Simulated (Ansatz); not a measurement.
Here is an Ansatz input file for Sc, space group P4/nmm. Write the same calculation for the Python package.

```yaml
crystal:
  lattice:
    - [4.73, 0.0, 0.0]
    - [0.0, 4.73, 0.0]
    - [0.0, 0.0, 3.18]
  atoms:
    - { symbol: Sc, position: [0.0, 0.0, 0.0] }
    - { symbol: Sc, position: [0.5, 0.5, 0.0] }
    - { symbol: Sc, position: [0.0, 0.5, 0.625] }
    - { symbol: Sc, position: [0.5, 0.0, 0.375] }
basis:
  ecutwfc: 420.0
kpoints:
  mp_grid:
    grid: [6, 6, 9]
hamiltonian:
  xc: rpbe
  dispersion: d3bjatm
scf:
  self_checks: low
  occupations:
    method: cold
    width: 0.2
  initial_density:
    normalization: cell
phonons:
  method: fd
  supercell: [1, 1, 1]
```

`phonons_sc.py`:
```python
# -*- coding: utf-8 -*-
'''Harmonic phonons of Sc.'''

from pathlib import Path
import argparse

import ansatz as az
import numpy as np
from pymatgen.core import Lattice, Structure
from pymatgen.io.ase import AseAtomsAdaptor

parser = argparse.ArgumentParser(description='Harmonic phonons of Sc.')
parser.add_argument('--functional', required=True, help='exchange-correlation functional')
parser.add_argument('--dispersion', required=True, help='dispersion correction')
parser.add_argument('--cutoff-ev', type=float, default=420.0, help='plane-wave cutoff (eV)')
parser.add_argument('--occupations', default='cold', help='how the bands are filled')
parser.add_argument('--width-ev', type=float, required=True, help='smearing width (eV)')
parser.add_argument('--mesh', type=int, nargs=3, default=[6, 6, 9], help='k-point sampling')
args = parser.parse_args()

pmg_structure = Structure(
    Lattice([[4.73, 0.0, 0.0], [0.0, 4.73, 0.0], [0.0, 0.0, 3.18]]),
    ['Sc', 'Sc', 'Sc', 'Sc'],
    [
        [0.0, 0.0, 0.0],
        [0.5, 0.5, 0.0],
        [0.0, 0.5, 0.625],
        [0.5, 0.0, 0.375],
    ],
)
sc = az.Crystal.from_ase(AseAtomsAdaptor.get_atoms(pmg_structure))

# the cell itself: zone-centre modes alone
calc = (
    sc.calculation()
    .functional(args.functional, dispersion=args.dispersion)
    .basis(args.cutoff_ev)
    .occupations(args.occupations, width=args.width_ev)
    .initial_density(normalization='cell')
    .scf(self_checks='low')
    .kpoints(*args.mesh)
    .phonons('fd', supercell=1)
)
result = calc.run(threads=1, runs_dir='out')
folder = Path(result.output_folder) / 'results'
ph = result.phonons

for mode, w in enumerate(ph.gamma_omega_inv_cm, start=1):
    print(f'Gamma mode {mode:2d}: {w:8.1f} 1/cm  {w / 33.35641:7.3f} THz')
print(f'{ph.n_members} displaced supercells, sum-rule residual {ph.asr_residual_pre_ev_ang2:.1e} eV/A^2')
optical = np.sort(ph.gamma_omega_inv_cm)
print('imaginary modes at Gamma:', int((optical < -10).sum()), '- highest mode', round(float(optical[-1]), 1), '1/cm')
```

```console
$ python phonons_sc.py --functional rpbe --dispersion d3bjatm --width-ev 0.2
RunWarning: on the 13×13×19 q-mesh 213 entries of the irreducible table, 6.085e-1 modes per cell, the lowest at -65.11 cm⁻¹, stand at or below zero and are read as no rigid motion or as one in doubt: the zero-point energy, F, S and C_V leave that weight out. The structure may be unstable at those wave vectors; or the force constants reach too short, and between the wave vectors that fix them their interpolation takes a soft branch below zero: a larger extent of the force constants (supercell or [...]
Gamma mode  1:    -63.1 1/cm   -1.892 THz
Gamma mode  2:    -63.1 1/cm   -1.892 THz
Gamma mode  3:      0.0 1/cm    0.000 THz
Gamma mode  4:      0.0 1/cm    0.000 THz
Gamma mode  5:      0.0 1/cm    0.000 THz
Gamma mode  6:    202.6 1/cm    6.074 THz
Gamma mode  7:    224.7 1/cm    6.735 THz
Gamma mode  8:    244.6 1/cm    7.332 THz
Gamma mode  9:    274.1 1/cm    8.216 THz
Gamma mode 10:    274.1 1/cm    8.216 THz
Gamma mode 11:    283.9 1/cm    8.511 THz
Gamma mode 12:    283.9 1/cm    8.511 THz
3 displaced supercells, sum-rule residual 6.2e-05 eV/A^2
imaginary modes at Gamma: 2 - highest mode 283.9 1/cm
```
(Warnings from the package without file and line, shortened.)

Notes:
- These settings explore the input space; cutoff and mesh may be short of convergence.
- No spin polarisation was allowed.
- The cell isn't relaxed first, so the values belong to this volume.
- The mesh is modest for a metal, so energies can be off by several to tens of meV an atom and pressures by half a GPa or more; differences at equal mesh fare better.
- Of the deposited cell: the entry's cell lengths or inner coordinates differ somewhat from later room-temperature determinations.
- Some modes are imaginary (printed negative) at these settings, from an unstable structure or from unconverged force constants, so sums over modes carry no meaning.
- This isn't the structure that Sc takes at ambient conditions.
- The structure is taken as given and the supercell is small; imaginary modes can come from an unrelaxed or unstable start. Phonons of metals also depend on mesh and smearing.
- Hardware and time: 33 s on 1 thread of Intel(R) Xeon(R) 6975P-C (Granite Rapids), on a shared host, peak memory 0.68 GiB.

(Lines on the test bed's own set-up are left out of the output.)
